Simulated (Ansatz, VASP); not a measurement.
## Cu: VASP beside Ansatz

```
Cu
1.0
     2.44235    0.00000    0.00000
    -1.22117    2.11514    0.00000
     0.00000    0.00000    2.37830
Cu
1
Direct
  0.00000 0.00000 0.00000
```

Alike in both runs: functional PBEsol; k mesh 27 × 27 × 22; occupations gaussian, width 0.1 eV; no spin polarisation.

Ansatz relaxed the structure, and its values are those at the end. VASP's run is a single point on that final structure, the one shown.

|  | VASP | Ansatz |
| --- | --- | --- |
| version | VASP 6.6.1 | Ansatz 0.2.0 |
| potentials or method | VASP PAW PBE potentials, release 64 (Cu) | scalar-relativistic, plane waves, PAW |
| plane-wave cutoff (eV) | 520 | 420 |
| valence electrons in the cell | 11 | 19 |

VASP gave:

```
gap on the k mesh at the Fermi level (eV) : none
pressure (GPa)                            : 1.4
```

Estimate Ansatz's values.

gap on the k mesh at the Fermi level (eV): none; pressure (GPa): 0.0.

A gap of «none» marks a metal or a gap that the smearing closes. The two sets of potentials don't hold the same shells in valence.

Caveats: the PAW data sets were made with another functional, which shifts forces and pressure a little (VASP).
